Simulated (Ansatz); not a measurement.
Write the native input for Ansatz 0.2.0 that does the following.

```yaml
Task: relaxation of cell and atoms
Functional: PBEsol
Potentials_or_basis: all-electron LAPW, scalar-relativistic
Basis_error_allowed: 0.001 eV/atom
k_mesh: 8 × 8 × 8
Occupations: fermi-dirac, width 0.05 eV
Spin: no spin polarisation
```

Crystal: Si.

```
CELL_PARAMETERS angstrom
0.00000 2.72185 2.72185
2.72185 0.00000 2.72185
2.72185 2.72185 0.00000
ATOMIC_POSITIONS crystal
Si 0.50000 0.50000 0.50000
Si 0.75000 0.75000 0.75000
```

These files were run (other wordings do the same):

input.yaml

```yaml
crystal:
  lattice:
    - [0.0, 2.7218511865, 2.7218511865]
    - [2.7218511865, 0.0, 2.7218511865]
    - [2.7218511865, 2.7218511865, 0.0]
  atoms:
    - { symbol: Si, position: [0.5, 0.5, 0.5] }
    - { symbol: Si, position: [0.75, 0.75, 0.75] }
kpoints:
  mp_grid: { grid: [8, 8, 8] }
scf:
  occupations: { method: fermi_dirac, width: 0.05 }
hamiltonian:
  xc: pbesol
  pseudopotentials: { kind: all_electron, lapw: { basis_error: 0.001 } }
output:
  forces: true
  stress: true
relax:
  f_tol: 0.005
  max_steps: 60
  cell: {}
```

Potentials or basis: all-electron LAPW, scalar-relativistic.

Run with:

```console
$ ansatz run input.yaml --threads 1 --pin off --max-ram 3072MiB --backend cpu --events-out ev --progress --plain --runs-dir out
```

It gave:

```yaml
Relaxed_volume: 20.04 Å³/atom
Relaxed_cell: a = 3.842 Å, b = 3.842 Å, c = 3.842 Å, α = 60.00°, β = 60.00°, γ = 60.00°
Space_group_after_relaxing_to_0.05_Å: Fd-3m (No. 227)
Energy_gained_by_relaxing: 0.2 meV/atom
Ionic_steps: 4
Pressure_after_relaxing: 0.0 GPa
Band_gap_on_the_k_mesh: 0.51 eV
```

Wall time 11 s on 1 thread of Arm Neoverse N1, with other jobs on the host, peak memory 0.23 GiB.
